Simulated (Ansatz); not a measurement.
# Pd under strain

All numbers below come from DFT PBE, scalar-relativistic, plane waves, PAW in Ansatz. (420 eV cutoff, 24×24×6 k-mesh, Gaussian smearing of 0.10 eV, no spin polarisation)

Reference structure (relaxed):

```xyz
4
Lattice="2.7797 0.0000 0.0000 -1.3899 2.4073 0.0000 0.0000 0.0000 9.1787" Properties=species:S:1:pos:R:3 pbc="T T T"
Pd    0.0000    0.0000    0.0000
Pd    0.0000    1.6049    2.2947
Pd    0.0000    0.0000    4.5893
Pd    1.3899    0.8024    6.8840
```

Deformation: all cell vectors scaled alike, the atoms relaxed, all within the symmetry that the strain leaves. Energies are extrapolated to zero smearing. Stress is positive in compression, on the Cartesian axes of the cell above.

Strains computed: -6.0, -4.0, -2.0, +2.0, +4.0, +6.0 %.

Task: At which strain does the energy stand 30.9 meV/atom over the relaxed crystal with σxx = 12.02, σyy = 12.02, σzz = 11.81 GPa?

Result: -2.0 %.

This form isn't the element's structure at ambient conditions.